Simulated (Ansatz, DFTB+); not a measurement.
## A ladder of methods for C6H7N (aniline)

The species is C6H7N (14 atoms), meant as a singlet with charge 0. SMILES: `Nc1ccccc1`. The coordinates come from a PBE0-D4/def2-TZVP relaxation. This is one conformer, not always the lowest.

Quantity: the atomisation enthalpy at 298 K, in kJ/mol. The values are calculated. The thermal term (zero-point and 298 K enthalpy, harmonic and unscaled) is that of HF/3-21G; the spin-orbit lowering of the free atoms at 298 K, 0.1 kJ/mol by their spectra, is taken off.

**What was measured.** CRC Handbook of Chemistry and Physics gives the atomisation enthalpy at 298 K of the gas as 6212 kJ/mol.

```csv
level,kind,program,value (kJ/mol),computed − measured,CPU time (all runs)
DFTB2,semi-empirical,DFTB+,6412,+200,under 2 s
HF/6-31G* (spherical functions),Hartree–Fock,Ansatz,4395,-1817,4.5 s
SVWN5/6-31G* (spherical functions),LDA,Ansatz,7219,+1007,5.2 s
BLYP/6-31G* (spherical functions),GGA,Ansatz,6155,-57,7.8 s
revPBE/6-31G* (spherical functions),GGA,Ansatz,6154,-58,7.8 s
r2SCAN/6-31G* (spherical functions),meta-GGA,Ansatz,6194,-18,12 s
B3LYP/6-31G* (spherical functions),global hybrid,Ansatz,6151,-61,9.2 s
MP2/6-31G* (spherical functions),perturbation theory,Ansatz,5795,-417,5.7 s
CCSD/6-31G* (spherical functions),coupled cluster or CI,Ansatz,5569,-643,30 s
```

Nearest: r2SCAN/6-31G* (spherical functions) (-18 kJ/mol); farthest: HF/6-31G* (spherical functions) (-1817 kJ/mol). Computed less measured by kind, in kJ/mol (of the ab initio rows, those in 6-31G*): semi-empirical +200; Hartree–Fock -1817; LDA +1007; GGA -58 to -57; meta-GGA -18; global hybrid -61; perturbation theory -417; coupled cluster or CI -643. Wave-function methods converge slowly with the basis and bind too weakly in sets of this size; that is part of their error here. In so small a basis fixed costs decide the times, and correlated methods can beat functionals. CPU times are rough (shared hosts, several kinds of processor and program).
